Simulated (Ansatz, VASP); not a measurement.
# In in VASP and in Ansatz

Contents of POSCAR:

```
In
1.0
    2.5398961735     -4.3046529956      0.0000000000
    2.5398961735      4.3046529956      0.0000000000
    0.0000000000      0.0000000000      5.0865493369
In
4
Direct
    0.1525000000      0.8475000000      0.0785000000
    0.6525000000      0.3475000000      0.4215000000
    0.8475000000      0.1525000000      0.9215000000
    0.3475000000      0.6525000000      0.5785000000
```

The input INCAR.step1:

```
ALGO = Normal
EDIFF = 1E-4
ENCUT = 520
GGA = PE
ISMEAR = 0
LASPH = True
LCHARG = False
LREAL = False
LWAVE = True
NBANDS = 34
NELM = 60
PREC = Accurate
SIGMA = 0.1
```

INCAR.step2

```
ALGO = Normal
EDIFF = 1E-6
ENCUT = 520
ISIF = 2
ISMEAR = 0
ISTART = 1
LASPH = True
LCHARG = True
LELF = True
LMIXTAU = True
LREAL = False
LVHAR = True
LWAVE = False
METAGGA = R2SCAN
NBANDS = 34
NELM = 60
PREC = Accurate
SIGMA = 0.1
```

File KPOINTS:

```
k-points
0
Gamma
  4 4 4
```

Input for Ansatz:

```yaml
crystal:
  lattice:
    - [2.5398961735, -4.3046529956, 0.0]
    - [2.5398961735, 4.3046529956, 0.0]
    - [0.0, 0.0, 5.0865493369]
  atoms:
    - { symbol: In, position: [0.1525, 0.8475, 0.0785] }
    - { symbol: In, position: [0.6525, 0.3475, 0.4215] }
    - { symbol: In, position: [0.8475, 0.1525, 0.9215] }
    - { symbol: In, position: [0.3475, 0.6525, 0.5785] }
basis:
  ecutwfc: 500
kpoints:
  mp_grid: { grid: [4, 4, 4] }
hamiltonian:
  xc: r2scan
scf:
  occupations: { method: gaussian, width: 0.1 }
  lower_state_search: "off"
output:
  forces: true
  stress: true
  eigenvalues: true
```

Alike in both runs: task single point; functional r2SCAN; k mesh 4 × 4 × 4; occupations gaussian, width 0.1 eV; no spin polarisation.

```csv
,VASP,Ansatz
version,VASP 6.6.1,Ansatz 0.2.0
potentials or method,"VASP PAW PBE potentials, release 64 (In_d)","scalar-relativistic, plane waves, PAW"
plane-wave cutoff (eV),520,500
valence electrons in the cell,52,52
```

|  | VASP | Ansatz | Ansatz less VASP |
| --- | --- | --- | --- |
| gap on the k mesh at the Fermi level (eV) | none | none | - |
| pressure (GPa) | 1.8 | 1.8 | 0.00 |
| largest component of the traceless stress (GPa) | 1.75 | 1.74 | -0.015 |
| rms of the force components (eV/Å) | 0.322 | 0.321 | -0.0012 |

Atom by atom the forces differ by 0.002 eV/Å (rms over components). A gap of «none» marks a metal or a gap that the smearing closes. The functional is the same, so the differences come from potentials, cutoffs and numerics.

Caveats: the PAW data sets were made with another functional, which shifts forces and pressure a little (VASP).
